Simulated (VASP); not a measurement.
# PbS (Galena) (Fm-3m) in VASP: a series of runs, part 5 of 8

VASP 6.6.1. The steps go on from the part before.

## Step 59: Equation of state, PBEsol, 26.87 Å³/atom

File INCAR:

```
PREC     = Low            # precision mode
ENCUT    = 400            # plane-wave cutoff, eV
EDIFF    = 1E-7           # SCF threshold, eV
ISMEAR   = 0              # smearing method
SIGMA    = 0.05           # smearing width, eV
LREAL    = F              # projectors in reciprocal space
LASPH    = T              # aspherical terms in the spheres
NELM     = 100            # most SCF steps
ALGO     = Normal         # electronic algorithm
ISIF     = 2              # what is computed and relaxed
LWAVE    = F              # write WAVECAR
LCHARG   = F              # write CHGCAR
GGA      = PS             # functional
ADDGRID  = F
```

File KPOINTS:

```
Automatic mesh
0
Gamma
  4 4 4
```

File POSCAR:

```
PbS
1.0
    0.0000000000      2.9951157712      2.9951157712
    2.9951157712      0.0000000000      2.9951157712
    2.9951157712      2.9951157712      0.0000000000
Pb S
1 1
Direct
    0.0000000000      0.0000000000      0.0000000000
    0.5000000000      0.5000000000      0.5000000000
```

On the command line:

```console
> cat potpaw_PBE.64/Pb_d/POTCAR potpaw_PBE.64/S/POTCAR > POTCAR
> mpirun -np 1 vasp_std > vasp.out
```

Wall time 2.1 s (1 thread of Intel Xeon 6975P-C (Granite Rapids), shared host); peak memory 0.11 GiB.

These settings aren't checked as converged: the numbers below hold their error.

What came out:

```yaml
Free_energy: -9.4277 eV
Pressure: -2.4 GPa
Band_gap_on_the_k_mesh: 0.36 eV, direct
```

Caveat: the k mesh is coarse (spacing up to 0.45 Å⁻¹), so the values aren't converged; the PAW data sets were made with another functional, which shifts forces and pressure a little; spin-orbit coupling is left out, which as a rule narrows the gap of such compounds by several tenths of an eV.

## Step 60: Equation of state, PBEsol, 25.30 Å³/atom

INCAR, as its differences from that of step 59:

```diff
@@ -1,2 +1,2 @@
-PREC     = Low            # precision mode
+PREC     = Normal         # precision mode
 ENCUT    = 400            # plane-wave cutoff, eV
```

KPOINTS is that of step 59.

File POSCAR:

```
PbS
1.0
    0.0000000000      2.9357908810      2.9357908810
    2.9357908810      0.0000000000      2.9357908810
    2.9357908810      2.9357908810      0.0000000000
Pb S
1 1
Direct
    0.0000000000      0.0000000000      0.0000000000
    0.5000000000      0.5000000000      0.5000000000
```

Potentials or basis: VASP PAW PBE potentials, release 64 (Pb_d, S).

On the command line:

```console
> cat potpaw_PBE.64/Pb_d/POTCAR potpaw_PBE.64/S/POTCAR > POTCAR
> mpirun -np 1 vasp_std > vasp.out
```

Wall time 2.3 s (1 thread of Intel Xeon 6975P-C (Granite Rapids), shared host); peak memory 0.12 GiB.

These settings aren't checked as converged: the numbers below hold their error.

What came out:

```yaml
Free_energy: -9.4399 eV
Pressure: 1.0 GPa
Band_gap_on_the_k_mesh: 0.14 eV, direct
```

Caveat: the k mesh is coarse (spacing up to 0.46 Å⁻¹), so the values aren't converged; the PAW data sets were made with another functional, which shifts forces and pressure a little; spin-orbit coupling is left out, which as a rule narrows the gap of such compounds by several tenths of an eV.

## Step 61: Equation of state, PBEsol, 26.87 Å³/atom

INCAR is that of step 60.

KPOINTS is that of step 60.

File POSCAR:

```
PbS
1.0
    0.0000000000      2.9951157712      2.9951157712
    2.9951157712      0.0000000000      2.9951157712
    2.9951157712      2.9951157712      0.0000000000
Pb S
1 1
Direct
    0.0000000000      0.0000000000      0.0000000000
    0.5000000000      0.5000000000      0.5000000000
```

On the command line:

```console
> cat potpaw_PBE.64/Pb_d/POTCAR potpaw_PBE.64/S/POTCAR > POTCAR
> mpirun -np 1 vasp_std > vasp.out
```

Wall time 2.4 s (1 thread of Intel Xeon 6975P-C (Granite Rapids), shared host); peak memory 0.13 GiB.

These settings aren't checked as converged: the numbers below hold their error.

Results:

```
Free energy            : -9.4267 eV
Pressure               : -2.4 GPa
Band gap on the k mesh : 0.36 eV, direct
```

Caveat: the k mesh is coarse (spacing up to 0.45 Å⁻¹), so the values aren't converged; the PAW data sets were made with another functional, which shifts forces and pressure a little; spin-orbit coupling is left out, which as a rule narrows the gap of such compounds by several tenths of an eV.

## Step 62: Equation of state, PBEsol, 25.30 Å³/atom

INCAR, as its differences from that of step 61:

```diff
@@ -1,2 +1,2 @@
-PREC     = Normal         # precision mode
+PREC     = Accurate       # precision mode
 ENCUT    = 400            # plane-wave cutoff, eV
@@ -5,3 +5,3 @@
 SIGMA    = 0.05           # smearing width, eV
-LREAL    = F              # projectors in reciprocal space
+LREAL    = Auto         
 LASPH    = T              # aspherical terms in the spheres
```

KPOINTS is that of step 61.

File POSCAR:

```
PbS
1.0
    0.0000000000      2.9357908810      2.9357908810
    2.9357908810      0.0000000000      2.9357908810
    2.9357908810      2.9357908810      0.0000000000
Pb S
1 1
Direct
    0.0000000000      0.0000000000      0.0000000000
    0.5000000000      0.5000000000      0.5000000000
```

On the command line:

```console
> cat potpaw_PBE.64/Pb_d/POTCAR potpaw_PBE.64/S/POTCAR > POTCAR
> mpirun -np 1 vasp_std > vasp.out
```

Run time: 4.3 s. Hardware: 1 thread of Intel Xeon 6975P-C (Granite Rapids), shared host; peak memory 0.15 GiB.

The run converged, but some of its settings lie outside the range that counts as converged, so its numbers aren't taken as properties of the crystal.

What came out:

```yaml
Free_energy: -9.4396 eV
Pressure: 1.0 GPa
Band_gap_on_the_k_mesh: 0.14 eV, direct
```

Caveat: the k mesh is coarse (spacing up to 0.46 Å⁻¹), so the values aren't converged; the PAW data sets were made with another functional, which shifts forces and pressure a little; spin-orbit coupling is left out, which as a rule narrows the gap of such compounds by several tenths of an eV.

## Step 63: Equation of state, PBEsol, 26.87 Å³/atom

INCAR is that of step 62.

KPOINTS is that of step 62.

File POSCAR:

```
PbS
1.0
    0.0000000000      2.9951157712      2.9951157712
    2.9951157712      0.0000000000      2.9951157712
    2.9951157712      2.9951157712      0.0000000000
Pb S
1 1
Direct
    0.0000000000      0.0000000000      0.0000000000
    0.5000000000      0.5000000000      0.5000000000
```

Potentials or basis: VASP PAW PBE potentials, release 64 (Pb_d, S).

On the command line:

```console
> cat potpaw_PBE.64/Pb_d/POTCAR potpaw_PBE.64/S/POTCAR > POTCAR
> mpirun -np 1 vasp_std > vasp.out
```

Run time: 4.1 s. Hardware: 1 thread of Intel Xeon 6975P-C (Granite Rapids), shared host; peak memory 0.15 GiB.

These settings aren't checked as converged: the numbers below hold their error.

Results:

```
Free energy            : -9.4263 eV
Pressure               : -2.4 GPa
Band gap on the k mesh : 0.36 eV, direct
```

Caveat: the k mesh is coarse (spacing up to 0.45 Å⁻¹), so the values aren't converged; the PAW data sets were made with another functional, which shifts forces and pressure a little; spin-orbit coupling is left out, which as a rule narrows the gap of such compounds by several tenths of an eV.

## Step 64: Equation of state, PBEsol, 25.30 Å³/atom

INCAR, as its differences from that of step 63:

```diff
@@ -2,6 +2,6 @@
 ENCUT    = 400            # plane-wave cutoff, eV
-EDIFF    = 1E-7           # SCF threshold, eV
+EDIFF    = 0.01           # SCF threshold, eV
 ISMEAR   = 0              # smearing method
 SIGMA    = 0.05           # smearing width, eV
-LREAL    = Auto         
+LREAL    = F              # projectors in reciprocal space
 LASPH    = T              # aspherical terms in the spheres
```

KPOINTS is that of step 63.

File POSCAR:

```
PbS
1.0
    0.0000000000      2.9357908810      2.9357908810
    2.9357908810      0.0000000000      2.9357908810
    2.9357908810      2.9357908810      0.0000000000
Pb S
1 1
Direct
    0.0000000000      0.0000000000      0.0000000000
    0.5000000000      0.5000000000      0.5000000000
```

On the command line:

```console
> cat potpaw_PBE.64/Pb_d/POTCAR potpaw_PBE.64/S/POTCAR > POTCAR
> mpirun -np 1 vasp_std > vasp.out
```

Run time: 2.3 s. Hardware: 1 thread of Intel Xeon 6975P-C (Granite Rapids), shared host; peak memory 0.15 GiB.

These settings aren't checked as converged: the numbers below hold their error.

Results:

| Item | Value |
| --- | --- |
| Free energy | -9.4401 eV |
| Pressure | 0.8 GPa |
| Band gap on the k mesh | 0.15 eV, direct |

Caveat: the k mesh is coarse (spacing up to 0.46 Å⁻¹), so the values aren't converged; the PAW data sets were made with another functional, which shifts forces and pressure a little; spin-orbit coupling is left out, which as a rule narrows the gap of such compounds by several tenths of an eV.

## Step 65: Equation of state, PBEsol, 26.87 Å³/atom

INCAR is that of step 64.

KPOINTS is that of step 64.

File POSCAR:

```
PbS
1.0
    0.0000000000      2.9951157712      2.9951157712
    2.9951157712      0.0000000000      2.9951157712
    2.9951157712      2.9951157712      0.0000000000
Pb S
1 1
Direct
    0.0000000000      0.0000000000      0.0000000000
    0.5000000000      0.5000000000      0.5000000000
```

On the command line:

```console
> cat potpaw_PBE.64/Pb_d/POTCAR potpaw_PBE.64/S/POTCAR > POTCAR
> mpirun -np 1 vasp_std > vasp.out
```

Run time: 2.3 s. Hardware: 1 thread of Intel Xeon 6975P-C (Granite Rapids), shared host; peak memory 0.15 GiB.

These settings aren't checked as converged: the numbers below hold their error.

What came out:

```
Free energy            : -9.4268 eV
Pressure               : -2.5 GPa
Band gap on the k mesh : 0.37 eV, direct
```

Caveat: the k mesh is coarse (spacing up to 0.45 Å⁻¹), so the values aren't converged; the PAW data sets were made with another functional, which shifts forces and pressure a little; spin-orbit coupling is left out, which as a rule narrows the gap of such compounds by several tenths of an eV.

## Step 66: Equation of state, PBEsol, 25.30 Å³/atom

INCAR, as its differences from that of step 65:

```diff
@@ -2,3 +2,3 @@
 ENCUT    = 400            # plane-wave cutoff, eV
-EDIFF    = 0.01           # SCF threshold, eV
+EDIFF    = 0.001          # SCF threshold, eV
 ISMEAR   = 0              # smearing method
```

KPOINTS is that of step 65.

File POSCAR:

```
PbS
1.0
    0.0000000000      2.9357908810      2.9357908810
    2.9357908810      0.0000000000      2.9357908810
    2.9357908810      2.9357908810      0.0000000000
Pb S
1 1
Direct
    0.0000000000      0.0000000000      0.0000000000
    0.5000000000      0.5000000000      0.5000000000
```

Potentials or basis: VASP PAW PBE potentials, release 64 (Pb_d, S).

On the command line:

```console
> cat potpaw_PBE.64/Pb_d/POTCAR potpaw_PBE.64/S/POTCAR > POTCAR
> mpirun -np 1 vasp_std > vasp.out
```

It took 2.3 s on 1 thread of Intel Xeon 6975P-C (Granite Rapids), shared host; peak memory 0.15 GiB.

The run converged, but some of its settings lie outside the range that counts as converged, so its numbers aren't taken as properties of the crystal.

Results:

| Property | Result |
| --- | --- |
| Free energy | -9.4398 eV |
| Pressure | 1.3 GPa |
| Band gap on the k mesh | 0.13 eV, direct |

Caveat: the k mesh is coarse (spacing up to 0.46 Å⁻¹), so the values aren't converged; the PAW data sets were made with another functional, which shifts forces and pressure a little; spin-orbit coupling is left out, which as a rule narrows the gap of such compounds by several tenths of an eV.

## Step 67: Equation of state, PBEsol, 26.87 Å³/atom

INCAR is that of step 66.

KPOINTS is that of step 66.

File POSCAR:

```
PbS
1.0
    0.0000000000      2.9951157712      2.9951157712
    2.9951157712      0.0000000000      2.9951157712
    2.9951157712      2.9951157712      0.0000000000
Pb S
1 1
Direct
    0.0000000000      0.0000000000      0.0000000000
    0.5000000000      0.5000000000      0.5000000000
```

On the command line:

```console
> cat potpaw_PBE.64/Pb_d/POTCAR potpaw_PBE.64/S/POTCAR > POTCAR
> mpirun -np 1 vasp_std > vasp.out
```

Wall time 2.3 s (1 thread of Intel Xeon 6975P-C (Granite Rapids), shared host); peak memory 0.15 GiB.

These settings aren't checked as converged: the numbers below hold their error.

Results:

```
Free energy            : -9.4265 eV
Pressure               : -2.1 GPa
Band gap on the k mesh : 0.35 eV, direct
```

Caveat: the k mesh is coarse (spacing up to 0.45 Å⁻¹), so the values aren't converged; the PAW data sets were made with another functional, which shifts forces and pressure a little; spin-orbit coupling is left out, which as a rule narrows the gap of such compounds by several tenths of an eV.

## Step 68: Equation of state, PBEsol, 25.30 Å³/atom

INCAR, as its differences from that of step 67:

```diff
@@ -2,3 +2,3 @@
 ENCUT    = 400            # plane-wave cutoff, eV
-EDIFF    = 0.001          # SCF threshold, eV
+EDIFF    = 1E-4           # SCF threshold, eV
 ISMEAR   = 0              # smearing method
```

KPOINTS is that of step 67.

File POSCAR:

```
PbS
1.0
    0.0000000000      2.9357908810      2.9357908810
    2.9357908810      0.0000000000      2.9357908810
    2.9357908810      2.9357908810      0.0000000000
Pb S
1 1
Direct
    0.0000000000      0.0000000000      0.0000000000
    0.5000000000      0.5000000000      0.5000000000
```

On the command line:

```console
> cat potpaw_PBE.64/Pb_d/POTCAR potpaw_PBE.64/S/POTCAR > POTCAR
> mpirun -np 1 vasp_std > vasp.out
```

It took 2.7 s on 1 thread of Intel Xeon 6975P-C (Granite Rapids), shared host; peak memory 0.15 GiB.

These settings aren't checked as converged: the numbers below hold their error.

What came out:

```yaml
Free_energy: -9.4399 eV
Pressure: 1.1 GPa
Band_gap_on_the_k_mesh: 0.14 eV, direct
```

Caveat: the k mesh is coarse (spacing up to 0.46 Å⁻¹), so the values aren't converged; the PAW data sets were made with another functional, which shifts forces and pressure a little; spin-orbit coupling is left out, which as a rule narrows the gap of such compounds by several tenths of an eV.

## Step 69: Equation of state, PBEsol, 26.87 Å³/atom

INCAR is that of step 68.

KPOINTS is that of step 68.

File POSCAR:

```
PbS
1.0
    0.0000000000      2.9951157712      2.9951157712
    2.9951157712      0.0000000000      2.9951157712
    2.9951157712      2.9951157712      0.0000000000
Pb S
1 1
Direct
    0.0000000000      0.0000000000      0.0000000000
    0.5000000000      0.5000000000      0.5000000000
```

Potentials or basis: VASP PAW PBE potentials, release 64 (Pb_d, S).

On the command line:

```console
> cat potpaw_PBE.64/Pb_d/POTCAR potpaw_PBE.64/S/POTCAR > POTCAR
> mpirun -np 1 vasp_std > vasp.out
```

Wall time 2.6 s (1 thread of Intel Xeon 6975P-C (Granite Rapids), shared host); peak memory 0.15 GiB.

The run converged, but some of its settings lie outside the range that counts as converged, so its numbers aren't taken as properties of the crystal.

Results:

| Property | Result |
| --- | --- |
| Free energy | -9.4267 eV |
| Pressure | -2.3 GPa |
| Band gap on the k mesh | 0.36 eV, direct |

Caveat: the k mesh is coarse (spacing up to 0.45 Å⁻¹), so the values aren't converged; the PAW data sets were made with another functional, which shifts forces and pressure a little; spin-orbit coupling is left out, which as a rule narrows the gap of such compounds by several tenths of an eV.

## Step 70: Equation of state, PBEsol, 25.30 Å³/atom

INCAR, as its differences from that of step 69:

```diff
@@ -2,3 +2,3 @@
 ENCUT    = 400            # plane-wave cutoff, eV
-EDIFF    = 1E-4           # SCF threshold, eV
+EDIFF    = 1E-5           # SCF threshold, eV
 ISMEAR   = 0              # smearing method
```

KPOINTS is that of step 69.

File POSCAR:

```
PbS
1.0
    0.0000000000      2.9357908810      2.9357908810
    2.9357908810      0.0000000000      2.9357908810
    2.9357908810      2.9357908810      0.0000000000
Pb S
1 1
Direct
    0.0000000000      0.0000000000      0.0000000000
    0.5000000000      0.5000000000      0.5000000000
```

On the command line:

```console
> cat potpaw_PBE.64/Pb_d/POTCAR potpaw_PBE.64/S/POTCAR > POTCAR
> mpirun -np 1 vasp_std > vasp.out
```

Wall time 2.9 s (1 thread of Intel Xeon 6975P-C (Granite Rapids), shared host); peak memory 0.15 GiB.

The run converged, but some of its settings lie outside the range that counts as converged, so its numbers aren't taken as properties of the crystal.

What came out:

```
Free energy            : -9.4399 eV
Pressure               : 1.1 GPa
Band gap on the k mesh : 0.14 eV, direct
```

Caveat: the k mesh is coarse (spacing up to 0.46 Å⁻¹), so the values aren't converged; the PAW data sets were made with another functional, which shifts forces and pressure a little; spin-orbit coupling is left out, which as a rule narrows the gap of such compounds by several tenths of an eV.

## Step 71: Equation of state, PBEsol, 26.87 Å³/atom

INCAR is that of step 70.

KPOINTS is that of step 70.

File POSCAR:

```
PbS
1.0
    0.0000000000      2.9951157712      2.9951157712
    2.9951157712      0.0000000000      2.9951157712
    2.9951157712      2.9951157712      0.0000000000
Pb S
1 1
Direct
    0.0000000000      0.0000000000      0.0000000000
    0.5000000000      0.5000000000      0.5000000000
```

On the command line:

```console
> cat potpaw_PBE.64/Pb_d/POTCAR potpaw_PBE.64/S/POTCAR > POTCAR
> mpirun -np 1 vasp_std > vasp.out
```

Wall time 2.9 s (1 thread of Intel Xeon 6975P-C (Granite Rapids), shared host); peak memory 0.15 GiB.

The run converged, but some of its settings lie outside the range that counts as converged, so its numbers aren't taken as properties of the crystal.

What came out:

| Item | Value |
| --- | --- |
| Free energy | -9.4267 eV |
| Pressure | -2.3 GPa |
| Band gap on the k mesh | 0.36 eV, direct |

Caveat: the k mesh is coarse (spacing up to 0.45 Å⁻¹), so the values aren't converged; the PAW data sets were made with another functional, which shifts forces and pressure a little; spin-orbit coupling is left out, which as a rule narrows the gap of such compounds by several tenths of an eV.

## Step 72: Equation of state, PBEsol, 25.30 Å³/atom

INCAR, as its differences from that of step 71:

```diff
@@ -2,3 +2,3 @@
 ENCUT    = 400            # plane-wave cutoff, eV
-EDIFF    = 1E-5           # SCF threshold, eV
+EDIFF    = 1E-6           # SCF threshold, eV
 ISMEAR   = 0              # smearing method
```

KPOINTS is that of step 71.

File POSCAR:

```
PbS
1.0
    0.0000000000      2.9357908810      2.9357908810
    2.9357908810      0.0000000000      2.9357908810
    2.9357908810      2.9357908810      0.0000000000
Pb S
1 1
Direct
    0.0000000000      0.0000000000      0.0000000000
    0.5000000000      0.5000000000      0.5000000000
```

Potentials or basis: VASP PAW PBE potentials, release 64 (Pb_d, S).

On the command line:

```console
> cat potpaw_PBE.64/Pb_d/POTCAR potpaw_PBE.64/S/POTCAR > POTCAR
> mpirun -np 1 vasp_std > vasp.out
```

Wall time 3.1 s (1 thread of Intel Xeon 6975P-C (Granite Rapids), shared host); peak memory 0.15 GiB.

The run converged, but some of its settings lie outside the range that counts as converged, so its numbers aren't taken as properties of the crystal.

What came out:

* Free energy: -9.4399 eV
* Pressure: 1.0 GPa
* Band gap on the k mesh: 0.14 eV, direct

Caveat: the k mesh is coarse (spacing up to 0.46 Å⁻¹), so the values aren't converged; the PAW data sets were made with another functional, which shifts forces and pressure a little; spin-orbit coupling is left out, which as a rule narrows the gap of such compounds by several tenths of an eV.

## Step 73: Equation of state, PBEsol, 26.87 Å³/atom

INCAR is that of step 72.

KPOINTS is that of step 72.

File POSCAR:

```
PbS
1.0
    0.0000000000      2.9951157712      2.9951157712
    2.9951157712      0.0000000000      2.9951157712
    2.9951157712      2.9951157712      0.0000000000
Pb S
1 1
Direct
    0.0000000000      0.0000000000      0.0000000000
    0.5000000000      0.5000000000      0.5000000000
```

On the command line:

```console
> cat potpaw_PBE.64/Pb_d/POTCAR potpaw_PBE.64/S/POTCAR > POTCAR
> mpirun -np 1 vasp_std > vasp.out
```

Wall time 3.1 s (1 thread of Intel Xeon 6975P-C (Granite Rapids), shared host); peak memory 0.15 GiB.

These settings aren't checked as converged: the numbers below hold their error.

Results:

```
Free energy            : -9.4267 eV
Pressure               : -2.4 GPa
Band gap on the k mesh : 0.36 eV, direct
```

Caveat: the k mesh is coarse (spacing up to 0.45 Å⁻¹), so the values aren't converged; the PAW data sets were made with another functional, which shifts forces and pressure a little; spin-orbit coupling is left out, which as a rule narrows the gap of such compounds by several tenths of an eV.

## Step 74: Equation of state, PBEsol, 25.30 Å³/atom

INCAR, as its differences from that of step 73:

```diff
@@ -2,3 +2,3 @@
 ENCUT    = 400            # plane-wave cutoff, eV
-EDIFF    = 1E-6           # SCF threshold, eV
+EDIFF    = 1E-7           # SCF threshold, eV
 ISMEAR   = 0              # smearing method
@@ -13,2 +13,2 @@
 GGA      = PS             # functional
-ADDGRID  = F
+ADDGRID  = T
```

KPOINTS is that of step 73.

File POSCAR:

```
PbS
1.0
    0.0000000000      2.9357908810      2.9357908810
    2.9357908810      0.0000000000      2.9357908810
    2.9357908810      2.9357908810      0.0000000000
Pb S
1 1
Direct
    0.0000000000      0.0000000000      0.0000000000
    0.5000000000      0.5000000000      0.5000000000
```

On the command line:

```console
> cat potpaw_PBE.64/Pb_d/POTCAR potpaw_PBE.64/S/POTCAR > POTCAR
> mpirun -np 1 vasp_std > vasp.out
```

Wall time 5.6 s (1 thread of Intel Xeon 6975P-C (Granite Rapids), shared host); peak memory 0.22 GiB.

These settings aren't checked as converged: the numbers below hold their error.

Results:

```yaml
Free_energy: -9.4399 eV
Pressure: 1.0 GPa
Band_gap_on_the_k_mesh: 0.14 eV, direct
```

Caveat: the k mesh is coarse (spacing up to 0.46 Å⁻¹), so the values aren't converged; the PAW data sets were made with another functional, which shifts forces and pressure a little; spin-orbit coupling is left out, which as a rule narrows the gap of such compounds by several tenths of an eV.

(Continued in part 6 of 8.)
